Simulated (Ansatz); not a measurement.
KBr (rocksalt), relaxed with r2SCAN in Ansatz 0.2.0. It is cubic, Fm-3m (No. 225); a = 6.604 Å in the conventional setting, 36.01 Å³ an atom. K is surrounded by 6 Br at 3.30 Å; Br is surrounded by 6 K at 3.30 Å.

The axes x, y and z are those of this cell:
```xyz
2
Lattice="0.0000 3.3022 3.3022 3.3022 0.0000 3.3022 3.3022 3.3022 0.0000" Properties=species:S:1:pos:R:3 pbc="T T T"
K     0.0000    0.0000    0.0000
Br    3.3022    3.3022    3.3022
```

Unstrained: PBE gives a direct gap of 4.430 eV at Γ. With r2SCAN the gap is 5.071 eV and direct, at Γ. The HSE06 gap is direct at Γ: 5.596 eV. Meshes: PBE 6×6×6, r2SCAN 6×6×6, HSE06 4×4×4. Strains are changes of length per length. After each strain the atoms were relaxed again with r2SCAN within the symmetry that the strain leaves, so tilts or polar shifts that break it weren't tested; points keep the names that they have in the unstrained zone. Calculated for a static, non-magnetic cell.

**Question.** One strain changed the r2SCAN stress by xx -1.27, yy -1.27, zz -0.02 GPa (compression positive) and the gap by -0.189 eV (PBE), -0.203 eV (r2SCAN), -0.202 eV (HSE06). Which kind of strain was it, and roughly how large?

**Answer.** Epitaxial +4.0 % in the xy plane, free normal strain -0.85 %. The pattern of the stress gives the kind; the size needs the stiffness, so it is an estimate.

**Question.** Apply uniaxial +1.0 % along x, other directions held. How far does the gap move, against the unstrained cell?

**Answer.** PBE: the gap goes from 4.430 to 4.402 eV (-0.028 eV). r2SCAN: the gap goes from 5.071 to 5.041 eV (-0.030 eV). HSE06: the gap goes from 5.596 to 5.566 eV (-0.030 eV). The r2SCAN energy rises by 0.3 meV an atom.

**Question.** Estimate what epitaxial +1.0 % in the xy plane, free normal strain -0.17 % does to the gap.

**Answer.** PBE: the gap goes from 4.430 to 4.378 eV (-0.052 eV). r2SCAN: the gap goes from 5.071 to 5.016 eV (-0.055 eV). HSE06: the gap goes from 5.596 to 5.541 eV (-0.055 eV). The r2SCAN energy rises by 0.8 meV an atom.

**Question.** One strain changed the r2SCAN stress by xx -0.07, yy -0.07, zz -0.53 GPa (compression positive) and the gap by -0.042 eV (PBE), -0.045 eV (r2SCAN), -0.045 eV (HSE06). Which kind of strain was it, and roughly how large?

**Answer.** Uniaxial +1.5 % along z, other directions held. The pattern of the stress gives the kind; the size needs the stiffness, so it is an estimate.

**Question.** Apply isotropic -1.0 % on every length. How far does the gap move, against the unstrained cell?

**Answer.** PBE: the gap goes from 4.430 to 4.512 eV (+0.082 eV). r2SCAN: the gap goes from 5.071 to 5.159 eV (+0.088 eV). HSE06: the gap goes from 5.596 to 5.686 eV (+0.090 eV). The r2SCAN energy rises by 1.9 meV an atom.

Spin-orbit coupling is left out.

The meshes of the hybrids are coarse, so their gaps aren't converged to the digits shown.
